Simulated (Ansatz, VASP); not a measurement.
# Two plane-wave programs on Al2Au

```
CELL_PARAMETERS angstrom
0.02373 2.91404 2.94910
2.98814 0.02633 2.94651
3.03515 2.95846 -0.02069
ATOMIC_POSITIONS crystal
Al 0.23945 0.21717 0.25312
Al 0.77062 0.74201 0.73793
Au 0.98813 0.00234 0.03221
```

Alike in both runs: task single point; functional LDA; k mesh 6 × 6 × 6; occupations fermi-dirac, width 0.05 eV; no spin polarisation.

```csv
,VASP,Ansatz
version,VASP 6.6.1,Ansatz 0.2.0
potentials or method,"VASP PAW LDA potentials, release 64 (Al, Au)","plane waves, PAW"
plane-wave cutoff (eV),520,540
valence electrons in the cell,17,25
```

Ansatz gave:

| Quantity | Value |
| --- | --- |
| pressure (GPa) | 4.7 |
| largest component of the traceless stress (GPa) | 2.37 |
| rms of the force components (eV/Å) | 0.952 |

**Question.** Estimate VASP's values.

**Answer.** Pressure (GPa): 5.0; largest component of the traceless stress (GPa): 2.38; rms of the force components (eV/Å): 0.963.

Atom by atom the forces differ by 0.011 eV/Å (rms over components). The two sets of potentials don't hold the same shells in valence. Ansatz warned: «stress_scf_threshold_loose».

Caveats: forces of over 1 eV/Å show positions far from the minimum, so gaps and moduli don't describe the material at rest. The runs have no spin-orbit coupling, so splittings on Au are missing.
